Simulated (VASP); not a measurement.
Calculation: HSE06 screened hybrid, VASP's PBE PAW potentials (set 64) (plane waves; VASP).

Input for VASP

### INCAR
```
HFSCREEN = 0.2   # 1/Angstrom
LWAVE = F
ISIF = 2   # forces and stress, cell fixed
GGA = PE
LASPH = T   # aspherical one-centre terms
NELM = 100   # most electronic steps
ALGO = Normal   # blocked Davidson
LCHARG = F
PREC = Accurate
ISMEAR = 0   # Gaussian
LHFCALC = T
LMAXMIX = 4   # l cut-off of mixed one-centre charges
PRECFOCK = Fast
AEXX = 0.25
SIGMA = 0.01
LREAL = F
ISYM = 3
SYSTEM = AlSb
ENCUT = 300   # plane-wave cut-off (eV)
EDIFF = 1E-6   # SCF stop (eV)
```

**POSCAR**
```
AlSb
1
    0.0000000000     3.0925200000     3.0925200000
    3.0925200000     0.0000000000     3.0925200000
    3.0925200000     3.0925200000     0.0000000000
Al Sb
1 1
Direct
  0.0010550000   0.0052840000  -0.0015870000
  0.7489450000   0.7447160000   0.7515870000
```

### KPOINTS
```
Automatic mesh
0
Gamma
2 2 2
0.5 0.5 0.5
```

POTCAR, in this order: Al Sb (PBE.64 set). Program: vasp_std.

What VASP printed:

**OUTCAR**
```
 ion  position               nearest neighbor table
   1  0.001  0.005  0.998-   2 2.64   2 2.67   2 2.69   2 2.71
   2  0.749  0.745  0.752-   1 2.64   1 2.67   1 2.69   1 2.71
  LATTYP: Found a face centered cubic cell.
 ALAT       =     6.1850400000
 Subroutine PRICEL returns:
 Original cell was already a primitive cell.
 Subroutine GETGRP returns: Found  1 space group operations
The static configuration has the point symmetry C_1 .
The dynamic configuration has the point symmetry C_1 .
 Subroutine INISYM returns: Found  1 space group operations
 Subroutine IBZKPT returns following result:
 Found     16 irreducible k-points:

 Following reciprocal coordinates:
            Coordinates               Weight
  0.250000  0.250000  0.250000      2.000000
  0.250000  0.000000  0.000000      2.000000
  0.000000  0.000000 -0.250000      2.000000
  0.000000  0.250000  0.000000      2.000000
 -0.250000  0.250000  0.250000      2.000000
  0.250000 -0.250000  0.250000      2.000000
  0.250000  0.250000 -0.250000      2.000000
  0.250000  0.000000  0.500000      2.000000
 -0.250000  0.500000  0.500000      2.000000
  0.250000  0.500000  0.000000      2.000000
  0.000000  0.500000 -0.250000      2.000000
  0.500000  0.000000 -0.250000      2.000000
  0.500000  0.500000  0.250000      2.000000
  0.500000 -0.250000  0.500000      2.000000
  0.000000  0.250000  0.500000      2.000000
  0.500000  0.250000  0.000000      2.000000
 Subroutine IBZKPT_HF returns following result:
   k-points           NKPTS =     16   k-points in BZ     NKDIM =     32   number of bands    NBANDS=      8
   number of dos      NEDOS =    301   number of ions     NIONS =      2
   total plane-waves  NPLWV =  21952
   dimension x,y,z NGX =    28 NGY =   28 NGZ =   28
   dimension x,y,z NGXF=    56 NGYF=   56 NGZF=   56
   ions per type =               1   1
   PREC   = accura    normal or accurate (medium, high low for compatibility)
...
```

**OSZICAR**
```
       N       E                     dE             d eps       ncg     rms          rms(c)
DAV:   1    -0.122050252731E+04   -0.12205E+04   -0.19126E+03   256   0.437E+02
DAV:   2    -0.123796648632E+04   -0.17464E+02   -0.16675E+02   392   0.695E+01
DAV:   3    -0.123831946131E+04   -0.35297E+00   -0.35296E+00   272   0.132E+01
DAV:   4    -0.123832478337E+04   -0.53221E-02   -0.53178E-02   368   0.195E+00
DAV:   5    -0.990479852068E+01    0.12284E+04   -0.41033E+00   256   0.139E+01    0.223E+01
DAV:   6    -0.978115302172E+01    0.12365E+00   -0.34223E-01   288   0.325E+00    0.158E+01
DAV:   7    -0.974258590161E+01    0.38567E-01   -0.64789E-02   288   0.137E+00    0.101E+01
DAV:   8    -0.973070059984E+01    0.11885E-01   -0.11378E-02   272   0.626E-01    0.626E+00
DAV:   9    -0.972695626459E+01    0.37443E-02   -0.27258E-03   256   0.323E-01    0.378E+00
DAV:  10    -0.972596100563E+01    0.99526E-03   -0.96729E-04   256   0.200E-01    0.225E+00
DAV:  11    -0.972579109389E+01    0.16991E-03   -0.35884E-04   288   0.126E-01    0.132E+00
DAV:  12    -0.972582018221E+01   -0.29088E-04   -0.13586E-04   288   0.796E-02    0.761E-01
DAV:  13    -0.972587539677E+01   -0.55215E-04   -0.56154E-05   288   0.522E-02    0.438E-01
DAV:  14    -0.972591797221E+01   -0.42575E-04   -0.25254E-05   288   0.354E-02    0.251E-01
DAV:  15    -0.972594497428E+01   -0.27002E-04   -0.11899E-05   288   0.244E-02    0.144E-01
DAV:  16    -0.972596062894E+01   -0.15655E-04   -0.57832E-06   288   0.171E-02    0.822E-02
DAV:  17    -0.972596931029E+01   -0.86813E-05   -0.28571E-06   288   0.120E-02    0.467E-02
DAV:  18    -0.972597398670E+01   -0.46764E-05   -0.14307E-06   288   0.855E-03    0.264E-02
DAV:  19    -0.972597646181E+01   -0.24751E-05   -0.72122E-07   288   0.609E-03    0.149E-02
DAV:  20    -0.972597775458E+01   -0.12928E-05   -0.36435E-07   256   0.435E-03    0.833E-03
DAV:  21    -0.972597842196E+01   -0.66738E-06   -0.18177E-07   128   0.313E-03
   1 F= -.97259784E+01 E0= -.97259784E+01  d E =-.587531E-19
```

OUTCAR:
```
------------------------ aborting loop because EDIFF is reached ----------------------------------------
  FORCE on cell =-STRESS in cart. coord.  units (eV):
  Direction    XX          YY          ZZ          XY          YZ          ZX
  --------------------------------------------------------------------------------------
  Total       -0.2574052     -0.2526166     -0.2668250     -0.2680802     -0.1577572      0.0390561
  in kB       -6.9720490     -6.8423452     -7.2271916     -7.2611897     -4.2729931      1.0578682
  external PRESSURE =      -7.0138619 kB  Pullay stress =       0.0000000 kB
  volume of cell :       59.15
      direct lattice vectors                 reciprocal lattice vectors
     0.000000000  3.092520000  3.092520000    -0.161680442  0.161680442  0.161680442
     3.092520000  0.000000000  3.092520000     0.161680442 -0.161680442  0.161680442
     3.092520000  3.092520000  0.000000000     0.161680442  0.161680442 -0.161680442
 POSITION                                       TOTAL-FORCE (eV/Angst)
 -----------------------------------------------------------------------------------
      3.10395      3.09087      0.01960        -0.191323      0.046140     -0.324361
      4.62735      4.64043      4.61918         0.191323     -0.046140      0.324361
 -----------------------------------------------------------------------------------
    total drift:                               -0.000012      0.000006     -0.000039
  FREE ENERGIE OF THE ION-ELECTRON SYSTEM (eV)
  ---------------------------------------------------
  free  energy   TOTEN  =        -9.7259784220 eV

  energy  without entropy=       -9.7259784220  energy(sigma->0) =       -9.72597842

  exchange ACFDT corr.  =         0.00000000  see jH, gK, PRB 81, 115126
```
(Selected blocks of OUTCAR.)

The structure comes from a computed database's AlSb entry; how it stands against other phases isn't given here. The cell was not relaxed at this level, atoms are displaced from their ideal sites. The k-mesh is coarse (spacing up to 0.88 per Å, 2π included), so the numbers may not be converged in it. The run is one of a series of settings (KPOINTS 2×2×2 Γ-centred mesh shifted by (0.5, 0.5, 0.5) against the base run), some of them coarse on purpose.
